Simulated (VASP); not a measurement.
**Sb: relaxation of cell and atoms with PBE**

Crystal: Sb.

```
CELL_PARAMETERS angstrom
2.15420 1.24373 3.75800
-2.15420 1.24373 3.75800
0.00000 -2.48746 3.75800
ATOMIC_POSITIONS crystal
Sb 0.23349 0.23349 0.23349
Sb 0.76651 0.76651 0.76651
```

```yaml
Program: VASP 6.6.1
Task: relaxation of cell and atoms
Functional: PBE
Potentials_or_basis: VASP PAW PBE potentials, release 64 (Sb)
Cutoff: 600 eV
k_mesh: 12 × 12 × 10
Occupations: methfessel-paxton, width 0.1 eV
Spin: no spin polarisation
Target_pressure: 6.4 GPa
Further_INCAR_settings: ALGO = Normal; EDIFF = 1e-06; IBRION = 2; EDIFFG = -0.01; NSW = 90; ISIF = 3
Target_pressure: 6.4 GPa
```

The relaxed volume is 27.83 Å³/atom and the relaxed cell is a = 4.308 Å, b = 4.308 Å, c = 4.308 Å, α = 59.33°, β = 59.33°, γ = 59.33°. The space group after relaxing (to 0.05 Å) is R-3m (No. 166) and the energy change on relaxing (the enthalpy is what falls) is +54.5 meV/atom. The ionic steps are 11, the pressure after relaxing is 6.4 GPa and the band gap on the k mesh is none (metal or under the smearing width).

The path:
```tsv
step	energy change (eV)	largest force (eV/Å)	pressure (GPa)	volume (Å³)
1	0.0000	0.2483	2.80	60.41
2	0.2086	0.7129	10.16	54.67
3	0.0947	0.5117	6.78	56.97
4	0.0960	0.2943	6.71	56.40
5	0.1333	0.0182	7.03	55.11
6	0.1277	0.0036	6.96	55.24
7	0.0881	0.0666	5.48	56.25
8	0.1092	0.0288	6.29	55.68
9	0.1089	0.0171	6.33	55.67
10	0.1090	0.0012	6.36	55.66
11	0.1091	0.0003	6.36	55.66
```

Final structure:
```
CELL_PARAMETERS angstrom
2.13207 1.23095 3.53490
-2.13207 1.23095 3.53490
0.00000 -2.46190 3.53490
ATOMIC_POSITIONS crystal
Sb 0.24060 0.24060 0.24060
Sb 0.75940 0.75940 0.75940
```

Levels at points of the mesh, in eV from the Fermi level:
```tsv
k point	band 1	band 2	band 3	band 4	band 5	band 6	band 7	band 8	band 9
(0.00, 0.00, 0.00)	-13.10	-4.17	-1.89	-1.86	-1.86	2.92	3.21	3.21	4.80
(0.50, 0.00, 0.00)	-10.42	-10.00	-1.45	-1.25	-0.38	-0.03	0.09	0.40	8.51
(0.50, 0.50, 0.00)	-10.42	-7.66	-6.01	-3.95	-3.95	1.66	5.60	5.77	7.95
(0.50, 0.50, 0.50)	-10.86	-9.59	-1.12	-1.12	-0.30	-0.30	-0.16	0.83	8.08
```

It took 5.8 min on 1 thread of Intel(R) Xeon(R) 6975P-C (Granite Rapids), with other jobs on the host, peak memory 0.41 GiB.

Caveat: the cell is relaxed towards a set pressure, so the enthalpy falls and the energy may rise. The run has no spin-orbit coupling, so splittings on Sb are missing.
